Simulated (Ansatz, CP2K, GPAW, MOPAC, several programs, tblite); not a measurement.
BeTe (zincblende) from semi-empirical methods to plane-wave DFT

Zincblende BeTe, relaxed with r2SCAN in Ansatz, was computed with several methods. Space group F-43m (No. 216), cubic; a = 5.657 Å in the conventional setting, 22.63 Å³ an atom. Around Be lie 4 Te at 2.45 Å; around Te lie 4 Be at 2.45 Å. The values are computed, spin-unpolarised, and not measurements.

```yaml
crystal:
  lattice:
    - [0.00000, 2.82862, 2.82862]
    - [2.82862, 0.00000, 2.82862]
    - [2.82862, 2.82862, 0.00000]
  atoms:
    - { symbol: Be, position: [0.00000, 0.00000, 0.00000] }
    - { symbol: Te, position: [0.25000, 0.25000, 0.25000] }
```

Gaps and times are for a single point on this cell; volume and bulk modulus come from each method's own relaxation or energy curve at fixed shape. Times are rough, from shared hosts (Arm Neoverse V1), and each method has its own mesh and cell size. A star marks a curve whose lowest point is an end point. PM6 (MOPAC), PM7 (MOPAC), GFN1-xTB (tblite), GFN2-xTB (tblite) treat a cluster of cells at its zone centre, which samples few k points: where these miss a band edge, the gap comes out too large for that reason alone. Gaps from k meshes are read at a limited set of points (mesh, symmetry points, PBE's band edges), so each method's own least gap may be somewhat smaller. xTB and the PM methods were fitted mostly to molecules, and can miss a solid's gap by electronvolts. Minimal bases can be far off for gaps. PBE/DZVP lies far from plane-wave PBE here, an effect of basis or sampling. GLLB-SC's gap includes the derivative discontinuity. d marks a direct gap, i an indirect one (no mark: not told apart), a dash a value that wasn't computed or didn't pass its checks.

```csv
method,kind,gap (eV),own volume (Å³/atom),bulk modulus (GPa),atoms computed,processor time
light PBE (260 eV and a coarse mesh),light plane-wave,2.00 i,–,–,2,0.77 s
PM6 (MOPAC),semi-empirical,7.00,–,–,64,1.9 s
PM7 (MOPAC),semi-empirical,11.60,–,–,64,2.3 s
PBE/single zeta (GPAW),small basis,2.39 d,–,–,2,2.5 s
PBE,semilocal,2.02 i,22.71,56,2,2.6 s
GFN1-xTB (tblite),tight binding,4.38,21.52,89,64,2.8 s
GFN2-xTB (tblite),tight binding,4.83,24.85*,57*,64,4.1 s
PBE/SZV (CP2K),small basis,3.06 d,–,–,2,5 s
r2SCAN,semilocal,2.38 i,22.63,59,2,5 s
GLLB-SC (GPAW),model potential,3.17,–,–,2,5.7 s
PBE/DZVP (CP2K),small basis,2.71 i,–,–,2,8 s
```

Against r2SCAN (2.38 eV) and with closed or daggered gaps left aside, the nearest gap at the points sampled is that of PBE/single zeta (GPAW) (+0.01 eV) and the farthest that of PM7 (MOPAC) (+9.22 eV). r2SCAN is only a yardstick of convenience: semilocal gaps usually lie below measured ones, which GLLB-SC and hybrids aim to mend.

Volumes against r2SCAN's: PBE +0.4 %, GFN1-xTB (tblite) -4.9 %.

Spin-orbit coupling is left out, which matters wherever the heavy atoms make up the band edges.
